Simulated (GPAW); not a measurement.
Here is a GPAW 26.7.0 calculation.

run.py

```python
from ase.eos import EquationOfState
from ase.io import Trajectory, read
from ase.units import GPa
from gpaw import GPAW, PW

atoms = read('POSCAR')

traj = Trajectory('eos.traj', 'w')
volumes, energies = [], []
for x in [0.94, 0.96, 0.98, 1.0, 1.02, 1.04, 1.06]:
    a = atoms.copy()
    a.set_cell(atoms.cell * x**(1 / 3), scale_atoms=True)
    calc = GPAW(mode=PW(800),
                xc='PBE',
                kpts={'size': (10, 10, 6), 'gamma': True},
                occupations={'name': 'fermi-dirac', 'width': 0.05},
                nbands=30,
                convergence={'density': 1e-05, 'energy': 1e-05},
                maxiter=150,
                txt=f'eos-{x:.2f}.txt')
    a.calc = calc
    energies.append(a.get_potential_energy(force_consistent=True))
    volumes.append(a.get_volume())
    p = -a.get_stress()[:3].mean() / GPa
    calc.write(f'eos-{x:.2f}.gpw')
    traj.write(a)
    print(f'{x:.2f} {volumes[-1]:10.4f} A^3 {energies[-1]:14.6f} eV {p:9.3f} GPa', flush=True)

v0, e0, B = EquationOfState(volumes, energies, eos='birchmurnaghan').fit()
print(f'V0 = {v0:.4f} A^3, E0 = {e0:.6f} eV, B0 = {B / GPa:.2f} GPa')
```

Contents of POSCAR:

```
Ta2N
1.0
    3.1128615060      0.0000000000      0.0000000000
   -1.5564307530      2.6958171426      0.0000000000
    0.0000000000      0.0000000000      4.8698410000
Ta N
2 1
Direct
    0.3333333333      0.6666666667      0.2547110000
    0.6666666667      0.3333333333      0.7452890000
    0.0000000000      0.0000000000      0.0000000000
```

Potentials or basis: GPAW PAW data sets (gpaw-data 1.2.1), pw.

The run is started by

```sh
$ OMP_NUM_THREADS=1 python run.py
```

(1) Predict the equilibrium volume.

(2) Estimate the bulk modulus at fixed shape and positions.

(3) What does it give for the pressure derivative of the bulk modulus?

## Answers

(1) 13.59 Å³/atom.

(2) 282 GPa.

(3) 4.4.

Caveat: the cell was scaled at fixed shape and fractional positions, which overstates the stiffness of a crystal with free parameters, most of all of layers and chains.
